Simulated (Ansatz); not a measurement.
# Pd (fcc type): the cost of one run

Program: Ansatz 0.2.0. Level of theory: DFT, PBE, all-electron LAPW, scalar-relativistic. These are calculated values, not measurements.

## 1. Starting point

It takes space group Fm-3m (No. 225, cubic). The conventional cell has a = 3.510 Å, b = 3.510 Å, c = 3.510 Å, α = 90.00°, β = 90.00°, γ = 90.00°. Pd (site symmetry m-3m) has 12 Pd at 2.48 Å as nearest neighbours.

As a file:

```xyz
1
Lattice="0.0000 1.7549 1.7549 1.7549 0.0000 1.7549 1.7549 1.7549 0.0000" Properties=species:S:1:pos:R:3 pbc="T T T"
Pd    0.0000    0.0000    0.0000
```

## 2. Fcc relaxed under pressure, LAPW

Input file input.yaml:

```yaml
crystal:
  lattice:
    - [0.0, 1.7549027913, 1.7549027913]
    - [1.7549027913, 0.0, 1.7549027913]
    - [1.7549027913, 1.7549027913, 0.0]
  atoms:
    - { symbol: Pd, position: [0.0, 0.0, 0.0] }
kpoints:
  mp_grid: { grid: [19, 19, 19] }
scf:
  occupations: { method: fermi_dirac, width: 0.05 }
hamiltonian:
  xc: pbe
  pseudopotentials: { kind: all_electron, lapw: { basis_error: 0.0005 } }
output:
  forces: true
  stress: true
  eigenvalues: true
relax:
  f_tol: 0.005
  max_steps: 12
  cell: { p_target: 150.0, stress_tol: 0.075 }
```

On the command line:

```
ansatz run input.yaml --threads 1 --pin off --max-ram 3584MiB --backend cpu --events-out ev --progress --plain --runs-dir out
```

**Question.** How long does this run take on 1 thread of Intel Xeon Platinum 8375C at 2.90GHz (Ice Lake), shared host, and how much memory does it need?

About 52 s, with a peak of 0.51 GiB.
